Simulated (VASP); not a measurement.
Write the native input for VASP 6.6.1 that does the following.

```
Task                   : relaxation of cell and atoms
Functional             : PBE
Potentials or basis    : VASP PAW PBE potentials, release 64 (Si, W)
Cutoff                 : 520 eV
k mesh                 : 18 × 18 × 18
Occupations            : gaussian, width 0.1 eV
Spin                   : no spin polarisation
Further INCAR settings : ALGO = Fast; EDIFF = 1e-07; IBRION = 2; EDIFFG = -0.002; NSW = 80; ISIF = 3
```

The structure of Si2W lies in POSCAR:

```
Si2W
1.0
   -1.6069000000      1.6069000000      3.9149500000
    1.6069000000     -1.6069000000      3.9149500000
    1.6069000000      1.6069000000     -3.9149500000
Si W
2 1
Direct
    0.3347000000      0.3347000000      0.0000000000
    0.6653000000      0.6653000000      0.0000000000
    0.0000000000      0.0000000000      0.0000000000
```

The input as run:

INCAR

```
PREC = Accurate
ENCUT = 520
EDIFF = 1E-7
ISMEAR = 0
SIGMA = 0.1
LREAL = F
LASPH = T
NELM = 80
ALGO = Fast
ISIF = 3
LWAVE = F
LCHARG = F
GGA = PE
IBRION = 2
NSW = 80
EDIFFG = -0.002
```

KPOINTS

```
regular mesh
0
Gamma
  18 18 18
```

Potentials or basis: VASP PAW PBE potentials, release 64 (Si, W).

Run with:

```console
$ cat potpaw_PBE.64/Si/POTCAR potpaw_PBE.64/W/POTCAR > POTCAR
$ mpirun -np 1 vasp_std > vasp.out
```

Results of the run:

```yaml
Relaxed_volume: 13.63 Å³/atom
Relaxed_cell: a = 4.544 Å, b = 4.544 Å, c = 4.544 Å, α = 138.42°, β = 138.42°, γ = 60.26°
Space_group_after_relaxing_to_0.05_Å: I4/mmm (No. 139)
Energy_gained_by_relaxing: 1.2 meV/atom
Ionic_steps: 10
Pressure_after_relaxing: 0.0 GPa
Band_gap_on_the_k_mesh: none (metal or under the smearing width)
```

Wall time 10 min on 1 thread of Intel(R) Xeon(R) Platinum 8559C (Emerald Rapids), with other jobs on the host, peak memory 0.44 GiB.
